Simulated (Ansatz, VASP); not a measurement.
Mo in VASP and in Ansatz

```
Mo
1.0
     0.00000    1.92382    2.07831
     1.92382    0.00000    2.07831
     1.92382    1.92382    0.00000
Mo
1
Direct
  0.00000 0.00000 0.00000
```

Alike in both runs: task single point; functional PBE; k mesh 22 × 22 × 22; occupations gaussian, width 0.15 eV; no spin polarisation.

|  | VASP | Ansatz |
| --- | --- | --- |
| version | VASP 6.6.1 | Ansatz 0.2.0 |
| potentials or method | VASP PAW PBE potentials, release 64 (Mo_sv) | scalar-relativistic, plane waves, PAW |
| plane-wave cutoff (eV) | 520 | 420 |
| valence electrons in the cell | 14 | 14 |

```csv
,VASP,Ansatz,Ansatz less VASP
gap on the k mesh at the Fermi level (eV),none,none,-
pressure (GPa),11.5,11.0,-0.57
largest component of the traceless stress (GPa),6.03,6.06,+0.026
```

A gap of «none» marks a metal or a gap that the smearing closes. The functional is the same, so the differences come from potentials, cutoffs and numerics.
